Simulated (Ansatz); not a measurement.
# BaHfO3: band gap under strain

How does strain move the band edges of BaHfO3 (cubic perovskite), and do the functionals agree on it? States: no strain; -4.0 % equal strain in all directions; -3.0 % equal strain in all directions.

Program: Ansatz 0.2.0. PAW datasets, plane waves. Calculated at 0 K for a non-magnetic cell.

### Step 1. Starting point

The unstrained cell was relaxed with r2SCAN; in each strained cell the atoms were relaxed again with r2SCAN. Names of k-points are those of the unstrained zone, where strain can split equivalent points. First state: no strain.

Space group Pm-3m (No. 221), cubic; a = 4.177 Å in the conventional setting, 14.58 Å³ an atom. Around Ba lie 12 O at 2.95 Å; around Hf lie 6 O at 2.09 Å; around O lie 2 Hf at 2.09 Å and 4 Ba at 2.95 Å.

Structure file:

```cif
data_structure
_symmetry_space_group_name_H-M 'P 1'
_symmetry_Int_Tables_number 1
_cell_length_a 4.1771
_cell_length_b 4.1771
_cell_length_c 4.1771
_cell_angle_alpha 90.000
_cell_angle_beta 90.000
_cell_angle_gamma 90.000
_cell_volume 72.88
loop_
_atom_site_label
_atom_site_type_symbol
_atom_site_fract_x
_atom_site_fract_y
_atom_site_fract_z
_atom_site_occupancy
Ba1 Ba 0.00000 0.00000 0.00000 1
Hf1 Hf 0.50000 0.50000 0.50000 1
O1 O 0.50000 0.50000 0.00000 1
O2 O 0.50000 0.00000 0.50000 1
O3 O 0.00000 0.50000 0.50000 1
```

### Step 2. No strain: PBE

The input, input.yaml:

```yaml
crystal:
  lattice:
    - [4.1770587708, 0.0, 0.0]
    - [0.0, 4.1770587708, 0.0]
    - [0.0, 0.0, 4.1770587708]
  atoms:
    - { symbol: Ba, position: [0.0, 0.0, 0.0] }
    - { symbol: Hf, position: [0.5, 0.5, 0.5] }
    - { symbol: O, position: [0.5, 0.5, 0.0] }
    - { symbol: O, position: [0.5, 0.0, 0.5] }
    - { symbol: O, position: [0.0, 0.5, 0.5] }
kpoints:
  mp_grid: { grid: [6, 6, 6] }
  band_path:
    path: [[0.0, 0.0, 0.0], [0.0, 0.5, 0.0], [0.5, 0.5, 0.0], [0.5, 0.5, 0.5]]
    npoints: 1
hamiltonian:
  xc: pbe
scf:
  occupations: { method: fermi_dirac, width: 0.02 }
  n_extra_bands: 5
output:
  forces: true
  stress: true
  eigenvalues: true
```

Run with:

```console
ansatz run input.yaml --threads 2 --pin off --max-ram 29491MiB --backend cpu --events-out ev --progress --plain --runs-dir out
```

Further steps of the session: No strain: r2SCAN; No strain: HSE06; No strain: r2SCAN+SOC; No strain: r2SCAN; -4.0 % equal strain in all directions: PBE; -4.0 % equal strain in all directions: r2SCAN; -4.0 % equal strain in all directions: HSE06; -4.0 % equal strain in all directions: r2SCAN+SOC; -4.0 % equal strain in all directions: r2SCAN; -3.0 % equal strain in all directions: PBE; -3.0 % equal strain in all directions: r2SCAN; -3.0 % equal strain in all directions: HSE06; -3.0 % equal strain in all directions: r2SCAN+SOC; -3.0 % equal strain in all directions: r2SCAN.

**Question.** What will these runs give?

The runs gave:

Least gap in eV (negative: overlap), with the change from the unstrained cell in brackets:

```
                                state  volume change (%)           PBE        r2SCAN         HSE06
                            no strain               +0.0          3.66          4.19          5.18
-4.0 % equal strain in all directions              -11.5  3.75 (+0.09)  4.33 (+0.14)  5.38 (+0.20)
-3.0 % equal strain in all directions               -8.7  3.78 (+0.12)  4.34 (+0.15)  5.37 (+0.19)
```

What this shows: With HSE06, of the states in the table -4.0 % equal strain in all directions shifts the gap most, by +0.200 eV. PBE and HSE06 differ by 1.51 eV on the unstrained gap, and by at most 0.11 eV on its change: the two disagree on the size of the gap but agree on its response to strain. In PBE the gap turns direct under -4.0 % equal strain in all directions. Spin-orbit coupling is left out of the table, though the cell holds Hf (Z = 72); in an element this heavy it can shift bands and gaps by tenths of an eV.
